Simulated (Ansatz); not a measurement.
Crystal: Se, fcc type, 1 atom in the cell.

Level of theory: Ansatz, PBE, plane waves, PAW datasets (generated soft set 1).

Cutoff 420 eV; k-mesh 43×43×43 Γ-centred; Fermi–Dirac smearing of 0.0612 eV; no spin polarisation.

**Question.** What equilibrium volume, lattice constant and bulk modulus does this give?

**Answer.** V₀ = 20.370 Å³/atom (a₀ = 4.335 Å), B₀ = 69.5 GPa, B₀′ = 4.65. The points behind the fit:

| V (Å³/atom) | a (Å) | E − E(min) (meV/atom) | P (GPa) |
| --- | --- | --- | --- |
| 19.167 | 4.2482 | 17.28 | 4.87 |
| 19.574 | 4.2781 | 7.27 | 3.04 |
| 19.982 | 4.3076 | 1.66 | 1.40 |
| 20.390 | 4.3367 | 0.00 | -0.07 |
| 20.798 | 4.3654 | 1.88 | -1.38 |
| 21.206 | 4.3938 | 6.89 | -2.54 |
| 21.613 | 4.4218 | 14.72 | -3.58 |

The published all-electron PBE values for this crystal (mean of FLEUR and WIEN2k, k-spacing 0.06 Å⁻¹; Bosoni et al., Nat. Rev. Phys. 6, 45 (2024)) are V₀ = 20.378 Å³/atom, B₀ = 69.4 GPa, B₀′ = 4.66.

The stress includes the program's correction for the finite plane-wave basis.

This cubic structure is a model: it isn't the usual form of the substance at ambient conditions, and such phases are metastable or hypothetical.
